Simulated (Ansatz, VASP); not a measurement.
Al2Cu: VASP beside Ansatz

```
Al Cu
1.0
     0.00000    0.00000   -5.78246
     4.08926    4.08926    0.00000
     4.08926   -4.08926    0.00000
Al Cu
8 4
Direct
  0.25000 0.25000 0.25000
  0.75000 0.25000 0.75000
  0.25000 0.75000 0.75000
  0.75000 0.75000 0.25000
  0.25000 0.25000 0.75000
  0.75000 0.25000 0.25000
  0.25000 0.75000 0.25000
  0.75000 0.75000 0.75000
  0.00000 0.00000 0.50000
  0.50000 0.00000 0.00000
  0.00000 0.50000 0.00000
  0.50000 0.50000 0.50000
```

Alike in both runs: task single point; functional PBE; k mesh 5 × 5 × 5; occupations gaussian, width 0.1 eV; no spin polarisation.

|  | VASP | Ansatz |
| --- | --- | --- |
| version | VASP 6.6.1 | Ansatz 0.2.0 |
| potentials or method | VASP PAW PBE potentials, release 64 (Al, Cu) | scalar-relativistic, plane waves, PAW |
| plane-wave cutoff (eV) | 520 | 420 |
| valence electrons in the cell | 68 | 100 |

Ansatz gave:

| Property | Result |
| --- | --- |
| gap on the k mesh at the Fermi level (eV) | none |
| pressure (GPa) | 0.0 |

Which values does VASP return?

gap on the k mesh at the Fermi level (eV): none; pressure (GPa): 0.2.

A gap of «none» marks a metal or a gap that the smearing closes. The functional is the same, so the differences come from potentials, cutoffs and numerics. The two sets of potentials don't hold the same shells in valence.
